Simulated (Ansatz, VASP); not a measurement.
## BAs: VASP beside Ansatz

Contents of INCAR:

```
  ALGO = Fast
  EDIFF = 1E-6
  EDIFFG = -0.005
  ENCUT = 600
  GGA = PE
  IBRION = 2
  ISIF = 3
  ISMEAR = 0
  IVDW = 12
  LASPH = True
  LCHARG = False
  LREAL = False
  LWAVE = False
  NELM = 100
  NSW = 70
  PREC = Accurate
  SIGMA = 0.02
```

The input KPOINTS:

```
k-points
0
Gamma
  10 10 10
```

The input POSCAR:

```
BAs
1.0
    0.0000000000      2.4044111851      2.4044111851
    2.4044111851      0.0000000000      2.4044111851
    2.4044111851      2.4044111851      0.0000000000
B As
1 1
Direct
    0.0000000000      0.0000000000      0.0000000000
    0.2500000000      0.2500000000      0.2500000000
```

Input for Ansatz:

```yaml
crystal:
  lattice:
    - [0.0, 2.4044111851, 2.4044111851]
    - [2.4044111851, 0.0, 2.4044111851]
    - [2.4044111851, 2.4044111851, 0.0]
  atoms:
    - { symbol: B, position: [0.0, 0.0, 0.0] }
    - { symbol: As, position: [0.25, 0.25, 0.25] }
basis:
  ecutwfc: 420
kpoints:
  mp_grid: { grid: [10, 10, 10] }
hamiltonian:
  xc: pbe
  dispersion: d3bj
scf:
  occupations: { method: gaussian, width: 0.02 }
output:
  forces: true
  stress: true
  eigenvalues: true
relax:
  adjacent_minimum: "off"
  f_tol: 0.005
  max_steps: 50
  cell: { stress_tol: 0.05 }
```

Alike in both runs: task relaxation of cell and atoms; functional PBE; dispersion D3(BJ); k mesh 10 × 10 × 10; occupations gaussian, width 0.02 eV; no spin polarisation.

```csv
,VASP,Ansatz
version,VASP 6.6.1,Ansatz 0.2.0
potentials or method,"VASP PAW PBE potentials, release 64 (B, As)","scalar-relativistic, plane waves, PAW"
plane-wave cutoff (eV),600,420
valence electrons in the cell,8,18
```

|  | VASP | Ansatz | Ansatz less VASP |
| --- | --- | --- | --- |
| gap on the k mesh at the Fermi level, each at its own relaxed structure (eV) | 1.17 | 1.18 | +0.003 |
| relaxed volume (Å³/atom) | 13.58 | 13.51 | -0.067 |
| relaxed cell length with the largest relative difference (Å) | 3.374 | 3.369 | -0.0056 |
| energy change over the relaxation (meV/atom) | -3 | -5 | -1.4 |

The two sets of potentials don't hold the same shells in valence.

A k mesh can miss the band edges.
